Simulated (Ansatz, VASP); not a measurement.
One calculation of MgS (Niningerite), two programs

INCAR

```
SYSTEM = MgS
ALGO = Normal ; EDIFF = 1E-7
ENCUT = 520 ; GGA = PS
ISIF = 2 ; ISMEAR = -1
LASPH = .TRUE. ; LCHARG = .FALSE.
LREAL = .FALSE. ; LWAVE = .FALSE.
NBANDS = 11 ; NELM = 80
PREC = Accurate ; SIGMA = 0.05
```

The input KPOINTS:

```
k-points
0
G
  9 9 9
  0 0 0
```

The input POSCAR:

```
MgS
1.0
    0.0000000000      2.6526756995      2.6526756995
    2.6526756995      0.0000000000      2.6526756995
    2.6526756995      2.6526756995      0.0000000000
S Mg
1 1
Direct
    0.5000000000      0.5000000000      0.5000000000
    0.0000000000      0.0000000000      0.0000000000
```

File input.yaml:

```yaml
crystal:
  lattice:
    - [0.0, 2.6526756995, 2.6526756995]
    - [2.6526756995, 0.0, 2.6526756995]
    - [2.6526756995, 2.6526756995, 0.0]
  atoms:
    - { symbol: S, position: [0.5, 0.5, 0.5] }
    - { symbol: Mg, position: [0.0, 0.0, 0.0] }
hamiltonian:
  xc: pbesol
  pseudopotentials: { kind: paw }
kpoints:
  mp_grid: { grid: [9, 9, 9] }
scf:
  occupations: { method: fermi_dirac, width: 0.05 }
output:
  forces: true
  stress: true
  eigenvalues: true
  write_density: true
  write_potential: true
  elf: true
  volumetric_format: npy
```

Change from the starting cell: volume scaled by 1.06.

Alike in both runs: task single point; functional PBEsol; k mesh 9 × 9 × 9; occupations fermi-dirac, width 0.05 eV; no spin polarisation.

```csv
,VASP,Ansatz
version,VASP 6.6.1,Ansatz 0.2.0
potentials or method,"VASP PAW PBE potentials, release 64 (S, Mg)",Ansatz PAW
plane-wave cutoff (eV),520,420
valence electrons in the cell,8,16
```

Ansatz gave:

- gap on the k mesh at the Fermi level (eV): 2.71
- least direct gap on the mesh (eV): 3.16
- pressure (GPa): -4.8

Q: Which values does VASP return?

A: gap on the k mesh at the Fermi level (eV): 2.71; least direct gap on the mesh (eV): 3.16; pressure (GPa): -5.0.

The two sets of potentials don't hold the same shells in valence.

Caveats: the PAW data sets were made with another functional, which shifts forces and pressure a little (VASP); an odd mesh through Γ misses points on the zone boundary, where band edges often lie (VASP); odd divisions of the mesh miss points on the zone boundary, where band edges often lie, so the gap on the mesh can be too wide (Ansatz); the PAW data sets come from PBE, with cores solved anew for the run's functional, which leaves a small shift of forces and pressure (Ansatz).
